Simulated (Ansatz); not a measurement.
# SiO2: the cost of one run

Method: DFT PBE, scalar-relativistic, plane waves, PAW, in Ansatz 0.2.0.

## (1) Starting point

The structure is orthorhombic, space group Cmmm (No. 65). Conventional cell: a = 5.324 Å, b = 12.301 Å, c = 4.716 Å, α = 90.00°, β = 90.00°, γ = 90.00°. Around Si (site symmetry m2m) lie 4 O at 1.60 to 1.61 Å. Si (site symmetry mmm) has 4 O at 1.61 Å as nearest neighbours. Around O (site symmetry 2/m) lie 2 Si at 1.60 Å. O (site symmetry m) is surrounded by 2 Si at 1.61 Å.

Structure file:

```xyz
9
Lattice="2.6619 -6.1503 0.0000 2.6619 6.1503 0.0000 0.0000 0.0000 4.7164" Properties=species:S:1:pos:R:3 pbc="T T T"
Si    2.6619   -2.1901    2.3582
Si    2.6619    2.1901    2.3582
Si    2.6619    0.0000    0.0000
O     1.3309    3.0752    2.3582
O     1.3309   -3.0752    2.3582
O     2.6619   -1.0951    1.1791
O     2.6619   -1.0951    3.5373
O     2.6619    1.0951    1.1791
O     2.6619    1.0951    3.5373
```

A structure generator made this guess: 4-connected net, bridging atoms on its edges (Cmmm, No. 65). The dimensions are guesses.

## (2) A first look at the guess

Contents of input.yaml:

```yaml
crystal:
  lattice:
    - [2.66187582, -6.15030374, 0.0]
    - [2.66187582, 6.15030374, 0.0]
    - [0.0, 0.0, 4.71642403]
  atoms:
    - { symbol: Si, position: [0.67804846, 0.32195154, 0.5] }
    - { symbol: Si, position: [0.32195154, 0.67804846, 0.5] }
    - { symbol: Si, position: [0.5, 0.5, 0.0] }
    - { symbol: O, position: [0.0, 0.5, 0.5] }
    - { symbol: O, position: [0.5, 0.0, 0.5] }
    - { symbol: O, position: [0.58902423, 0.41097577, 0.25] }
    - { symbol: O, position: [0.58902423, 0.41097577, 0.75] }
    - { symbol: O, position: [0.41097577, 0.58902423, 0.25] }
    - { symbol: O, position: [0.41097577, 0.58902423, 0.75] }
basis:
  ecutwfc: 420
kpoints:
  mp_grid: { grid: [4, 4, 4] }
hamiltonian:
  xc: pbe
scf:
  occupations: { method: gaussian, width: 0.1 }
  lower_state_search: "off"
output:
  forces: true
  stress: true
  eigenvalues: true
```

Launch:

```console
$ ansatz run input.yaml --threads 1 --pin off --max-ram 2560MiB --backend cpu --events-out ev --progress --plain --runs-dir out
```

What time and memory should one allow on 1 thread of AMD EPYC 9R45 (Zen 5), shared host?

About 2.8 s, with a peak of 0.43 GiB.
